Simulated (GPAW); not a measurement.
Here is a GPAW 26.7.0 calculation.

Contents of run.py:

```python
import numpy as np
from ase import Atoms
from ase.dft.bandgap import bandgap
from ase.io import write
from gpaw import GPAW, PW
from gpaw.spinorbit import soc_eigenstates

atoms = Atoms(['Cd', 'Cd', 'Se', 'Se'],
              cell=[[4.3, 0.0, 0.0],
                    [-2.15, 3.7239092363, 0.0],
                    [0.0, 0.0, 7.02]],
              scaled_positions=[[0.6666666667, 0.3333333333, 0.5],
                                [0.3333333333, 0.6666666667, 0.0],
                                [0.6666666667, 0.3333333333, 0.885],
                                [0.3333333333, 0.6666666667, 0.385]],
              pbc=True)

calc = GPAW(mode=PW(600),
            xc={'name': 'optB88-vdW', 'backend': 'libvdwxc'},
            kpts={'size': (5, 5, 3), 'gamma': True},
            occupations={'name': 'fermi-dirac', 'width': 0.05},
            nbands=31,
            convergence={'density': 1e-05, 'energy': 1e-05},
            maxiter=150,
            legacy_gpaw=True,
            txt='gpaw.txt')
atoms.calc = calc
energy = atoms.get_potential_energy()
forces = atoms.get_forces()
calc.write('gs.gpw')
write('result.traj', atoms)
print(f'Energy: {energy:.6f} eV')
print('Forces (eV/A):')
print(forces.round(4))
print('Fermi level:', round(calc.get_fermi_level(), 4), 'eV')
print(f'Gap: {bandgap(calc)[0]:.4f} eV, direct: {bandgap(calc, direct=True)[0]:.4f} eV')

path = atoms.cell.bandpath('GMKGALHA,LM,KH', npoints=100, eps=1e-4)
bs_calc = calc.fixed_density(kpts=path, symmetry='off', nbands=52,
                             convergence={'bands': 'CBM+6.0', 'eigenstates': 1e-6}, txt='bands.txt')
bs = bs_calc.band_structure()
bs.write('bs.json')
print(f'Gap on the path: {bandgap(bs_calc)[0]:.4f} eV')

soc = soc_eigenstates(bs_calc, theta=90, phi=45)
np.savetxt('soc_bands.dat', soc.eigenvalues(), fmt='%.4f')
mesh = soc_eigenstates('gs.gpw', theta=90, phi=45)
np.savetxt('soc_mesh.dat', mesh.eigenvalues(), fmt='%.4f')
print('Fermi level with spin-orbit coupling:', round(mesh.fermi_level, 4), 'eV')
```

Potentials or basis: GPAW PAW data sets (gpaw-data 1.2.1), pw.

Command:

```console
$ OMP_NUM_THREADS=1 python run.py
```

Task: What does it give for the largest force?

Result: 0.306 eV/Å.

Task: Predict the band gap along the path.

Result: 0.48 eV, direct.

Levels at the corners of the path, in eV from the valence-band top:
```csv
point,band 32,band 33,band 34,band 35,band 36,band 37,band 38,band 39,band 40,band 41
Γ,-0.39,-0.01,-0.01,0.00,0.00,0.48,0.48,1.93,1.93,5.49
M,-1.98,-1.40,-1.40,-0.93,-0.93,3.02,3.02,3.13,3.13,4.59
K,-2.01,-1.95,-1.91,-1.81,-1.81,4.16,4.16,4.45,4.64,4.69
Γ,-0.39,-0.01,-0.01,0.00,0.00,0.48,0.48,1.93,1.93,5.49
A,-0.62,-0.37,-0.37,-0.37,-0.37,2.14,2.14,2.14,2.14,5.62
L,-1.56,-1.37,-1.37,-1.37,-1.37,2.79,2.79,2.79,2.79,4.63
H,-2.59,-1.21,-1.21,-1.15,-1.15,3.59,3.59,3.66,3.66,5.62
A,-0.62,-0.37,-0.37,-0.37,-0.37,2.14,2.14,2.14,2.14,5.62
L,-1.56,-1.37,-1.37,-1.37,-1.37,2.79,2.79,2.79,2.79,4.63
M,-1.98,-1.40,-1.40,-0.93,-0.93,3.02,3.02,3.13,3.13,4.59
K,-2.01,-1.95,-1.91,-1.81,-1.81,4.16,4.16,4.45,4.64,4.69
H,-2.59,-1.21,-1.21,-1.15,-1.15,3.59,3.59,3.66,3.66,5.62
```

Caveat: spin-orbit coupling was added after a scalar SCF, so levels and gaps hold it while energy, forces, pressure and moments don't; this program's spin-orbit splittings come out too wide for heavy elements; the PAW data sets were made with another functional, which shifts forces and pressure a little.

**Measured values to compare with.**

A printed reference work, data compilation reports, for a bulk crystal of CdSe at 2 K: band gap 1.841 eV.

Against the measured gap of CdSe, 1.841 eV (2 K; a printed reference work, data compilation), the calculated 0.48 eV is off by -1.36 eV. So large a miss can be the level of theory's own, or it may mean another phase, state or a wrong row. The value is that of optB88-vdW, without temperature or zero-point motion.
